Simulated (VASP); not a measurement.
Wanted: the native input for a VASP 6.6.1 run.

```
Task                   : dielectric tensor
Functional             : PBE
Potentials or basis    : VASP PAW PBE potentials, release 64 (B, N)
Cutoff                 : 520 eV
k mesh                 : 12 × 12 × 7
Occupations            : gaussian, width 0.01 eV
Spin                   : no spin polarisation
Dipole correction      : no
Further INCAR settings : ALGO = Normal; EDIFF = 1e-08
```

The structure of BN lies in POSCAR:

```
BN
1.0
    2.5360000000      0.0000000000      0.0000000000
   -1.2680000000      2.1962404240      0.0000000000
    0.0000000000      0.0000000000      4.1990000000
B N
2 2
Direct
    0.6666666667      0.3333333333      0.0002784272
    0.3333333333      0.6666666667      0.5002784272
    0.6666666667      0.3333333333      0.3747215728
    0.3333333333      0.6666666667      0.8747215728
```

Measurements of this composition are mostly on another form, of space group No. 194.

One way to write it, as run:

INCAR

```
  PREC = Accurate
  ENCUT = 520
  EDIFF = 1E-8
  ISMEAR = 0
  SIGMA = 0.01
  LREAL = F
  LASPH = T
  NELM = 80
  ALGO = Normal
  ISIF = 2
  LWAVE = F
  LCHARG = F
  GGA = PE
  LEPSILON = T
```

KPOINTS

```
Automatic mesh
0
Gamma
  12 12 7
```

Potentials or basis: VASP PAW PBE potentials, release 64 (B, N).

The run is started by

```bash
$ cat potpaw_PBE.64/B/POTCAR potpaw_PBE.64/N/POTCAR > POTCAR
$ mpirun -np 1 vasp_std > vasp.out
```

Results of the run:

- Band gap on the k mesh: 5.16 eV, indirect (least direct gap 8.34 eV)
- Electronic dielectric tensor (diagonal): 4.55, 4.55, 4.71
- Born charges (mean of the diagonal): B +1.87; N -1.87 e

Caveat: an odd mesh through Γ misses points on the zone boundary, where band edges often lie.

It took 2 min on 1 thread of Intel(R) Xeon(R) 6975P-C (Granite Rapids), with other jobs on the host, peak memory 0.29 GiB.
